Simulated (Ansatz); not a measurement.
# TiS2: the cost of one run

Method: DFT r²SCAN + D3(BJ)-ATM, scalar-relativistic, plane waves, PAW, in Ansatz 0.2.0.

2 further runs of the same task are left out: 2 set aside as unsound or not needed. Runs told in other sessions of the task aren't counted.

## (1) The starting structure

Symmetry: P-3m1, No. 164, trigonal system. Conventional cell: a = 3.385 Å, b = 3.385 Å, c = 5.786 Å, α = 90.00°, β = 90.00°, γ = 120.00°. Ti (site symmetry -3m) has 6 S at 2.42 Å in its first shell of neighbours. S (site symmetry 3m) has 3 Ti at 2.42 Å in its first shell of neighbours.

Coordinates:

```cif
data_structure
_symmetry_space_group_name_H-M 'P 1'
_symmetry_Int_Tables_number 1
_cell_length_a 3.3851
_cell_length_b 3.3851
_cell_length_c 5.7859
_cell_angle_alpha 90.000
_cell_angle_beta 90.000
_cell_angle_gamma 120.000
_cell_volume 57.42
loop_
_atom_site_label
_atom_site_type_symbol
_atom_site_fract_x
_atom_site_fract_y
_atom_site_fract_z
_atom_site_occupancy
Ti1 Ti 0.00000 0.00000 0.00000 1
S1 S 0.33333 0.66667 0.24650 1
S2 S 0.66667 0.33333 0.75350 1
```

At PBE, an earlier run found 1.69 GPa for this cell of 19.139 Å³/atom (8×8×4 mesh), a metal on this mesh.

## (2) At the given cell

Contents of input.yaml:

```yaml
crystal:
  lattice:
    - [3.3850868906, 0.0, 0.0]
    - [-1.6925434453, 2.9315712413, 0.0]
    - [0.0, 0.0, 5.7859209095]
  atoms:
    - { symbol: Ti, position: [0.0, 0.0, 0.0] }
    - { symbol: S, position: [0.3333333333, 0.6666666667, 0.2465009822] }
    - { symbol: S, position: [0.6666666667, 0.3333333333, 0.7534990178] }
basis:
  ecutwfc: 500
  ecutrho_ratio: 4
kpoints:
  mp_grid: { grid: [8, 8, 4] }
hamiltonian:
  xc: r2scan
  dispersion: d3bjatm
scf:
  occupations: { method: gaussian, width: 0.05 }
output:
  forces: true
  stress: true
  eigenvalues: true
relax:
  f_tol: 0.02
  max_steps: 40
  cell: { stress_tol: 0.2, fix: [volume] }
```

Command:

```bash
> ansatz run input.yaml --threads 4 --pin off --max-ram 8192MiB --backend cpu --events-out ev --progress --plain --runs-dir out
```

What time and memory should one allow on 4 threads of Arm Neoverse V2, shared host?

About 11 s, with a peak of 0.48 GiB.
